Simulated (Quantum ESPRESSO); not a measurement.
A run of Quantum ESPRESSO 7.5:

run.py

```python
import numpy as np
from ase.calculators.espresso import Espresso, EspressoProfile
from ase.io import read

atoms = read('V.xyz')
atoms.set_initial_magnetic_moments([2.0])

input_data = {
    'control': {'calculation': 'scf', 'prefix': 'pwscf', 'outdir': './tmp', 'tprnfor': True, 'tstress': True, 'disk_io': 'nowf'},
    'system': {'ecutwfc': 55.0, 'ecutrho': 440.0, 'nbnd': 15, 'occupations': 'smearing', 'smearing': 'fd', 'degauss': 0.00367493, 'nspin': 2},
    'electrons': {'conv_thr': 2e-10, 'electron_maxstep': 120, 'mixing_beta': 0.3},
}
pseudopotentials = {'V': 'v_pbe_v1.4.uspp.F.UPF'}
profile = EspressoProfile(command='pw.x', pseudo_dir='pseudo')
atoms.calc = Espresso(profile=profile, input_data=input_data, pseudopotentials=pseudopotentials, kpts=(12, 12, 12), koffset=(0, 0, 0))

print(f'energy {atoms.get_potential_energy():.8f} eV')
print('forces (eV/A)')
print(np.round(atoms.get_forces(), 6))
print('stress (eV/A^3, Voigt)')
print(np.round(atoms.get_stress(), 8))
print(f'Fermi level {atoms.calc.get_fermi_level():.4f} eV')
```

The input V.xyz:

```xyz
1
Lattice="-1.5143500000 1.5143500000 1.5143500000 1.5143500000 -1.5143500000 1.5143500000 1.5143500000 1.5143500000 -1.5143500000" Properties=species:S:1:pos:R:3 pbc="T T T"
V      0.0000000000      0.0000000000      0.0000000000
```

Potentials or basis: SSSP 1.3 efficiency PBE.

Run with:

```console
$ OMP_NUM_THREADS=1 python run.py
```

Hardware: 1 thread of Arm Neoverse V2, on a shared host.

Task: How long does it take, and how much memory?

Result: Run time: 25 s on 1 thread of Arm Neoverse V2, on a shared host, peak memory 0.1 GiB. Counts: scf iterations 14, bands 15, k points 72, g dense 14627.
